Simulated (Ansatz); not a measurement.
## PtSe2: what symmetry allows forces and stress to be

```yaml
crystal:
  lattice:
    - [3.90365, 0.00000, 0.00000]
    - [-1.95182, 3.38066, 0.00000]
    - [0.00000, 0.00000, 5.23026]
  atoms:
    - { symbol: Pt, position: [0.00000, 0.00000, 0.00092] }
    - { symbol: Se, position: [0.33333, 0.66667, 0.24232] }
    - { symbol: Se, position: [0.66667, 0.33333, 0.75675] }
```

Method: DFT PBEsol, scalar-relativistic, plane waves, PAW (Ansatz).

Settings: cutoff 420 eV, Γ-centred mesh 12×12×8 on the computed 3-atom cell, Gaussian smearing of 0.10 eV; no spin polarisation.

This distorted cell has space group P3m1, with 6 operations.

Question: Without a calculation: in which directions can each atom feel a force?

Answer: A force must be left unchanged by every operation that keeps its atom in place, so it lies in the space that those operations leave fixed. Atoms that the group maps onto each other feel forces of one size.
| atom | site symmetry | operations at the site | equivalent to atom | allowed force (Cartesian) |
| --- | --- | --- | --- | --- |
| Pt1 | 3m. | 6 | 1 | along (0.00, 0.00, 1.00) |
| Se2 | 3m. | 6 | 2 | along (0.00, 0.00, 1.00) |
| Se3 | 3m. | 6 | 3 | along (0.00, 0.00, 1.00) |

That leaves 3 independent force components of 9, tied by 1 condition that the forces sum to zero, so 2 remain. A relaxation in this cell that keeps the symmetry moves the atoms in these directions alone.

Question: And the stress tensor?

Answer: It must be invariant under the point group, which leaves 2 independent components: yz, xz, xy vanish; xx = yy.

Question: Do the computed values obey this?

Answer: Yes. Forces (eV/Å):
```
Pt1  0.000  0.000 -0.093
Se2  0.000  0.000 -0.589
Se3  0.000  0.000  0.681
```

Stress (GPa, compression positive, xx yy zz yz xz xy): -11.13 -11.13 -6.20 0.00 0.00 0.00. The program imposes the same operations on density, forces and stress, so this confirms the analysis and is no independent test of the calculation.

Spin–orbit coupling is left out, which can shift energies with elements as heavy as these. The cell holds layers, and where no dispersion correction was added their binding is poorly described.